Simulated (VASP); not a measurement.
A run of VASP 6.6.1:

File INCAR:

```
SYSTEM = Nb7P8
ALGO = Fast ; EDIFF = 1E-6
ENCUT = 520 ; GGA = PS
ISIF = 2 ; ISMEAR = 0
LASPH = .TRUE. ; LCHARG = .TRUE.
LELF = .TRUE. ; LREAL = Auto
LVHAR = .TRUE. ; LWAVE = .FALSE.
NBANDS = 78 ; NELM = 60
PREC = Accurate ; SIGMA = 0.1
```

File KPOINTS:

```
k-points
0
G
  2 2 3
  0 0 0
```

File POSCAR:

```
Nb7P8
1.0
    0.0000000000      6.6807580000     -0.0000002900
    6.6807580000      0.0000000000     -0.0000002900
    1.6701892500      1.6701892500     -5.7163181500
Nb P
7 8
Direct
    0.3952323939      0.1644554371      0.4140752449
    0.0225315554      0.0684181150     -0.1037001459
    0.4002243718      0.6633157755      0.4103677630
    0.5236854681      0.0358101402     -0.0852022490
    0.8998594566      0.1501068088      0.4092558591
    0.5170802543      0.5339618716     -0.0721319727
    0.8971717196      0.6779630609      0.4026848196
    0.2368334236      0.2429774869      0.0726733275
    0.1074933549      0.3803144928      0.5340232609
    0.2262308902      0.7509957447      0.0874363014
    0.1071623503      0.8652709361      0.5990544312
    0.7207994540      0.2418410783      0.0868053016
    0.6180426014      0.3772076542      0.5757628643
    0.7344152303      0.7480350920      0.0744907052
    0.5971944682      0.8588635782      0.5979617453
```

Potentials or basis: VASP PAW PBE potentials, release 64 (Nb_sv, P).

The run is started by

```console
$ cat potpaw_PBE.64/Nb_sv/POTCAR potpaw_PBE.64/P/POTCAR > POTCAR
$ mpirun -np 1 vasp_std > vasp.out
```

Hardware: 1 thread of Intel(R) Xeon(R) Platinum 8375C CPU @ 2.90GHz (Ice Lake) (shared host).

Problem. Estimate the wall time of this run.

Solution. Wall time 21 min on 1 thread of Intel(R) Xeon(R) Platinum 8375C CPU @ 2.90GHz (Ice Lake) (shared host), peak memory 0.4 GiB. Counts: scf iterations 33, k points 8.
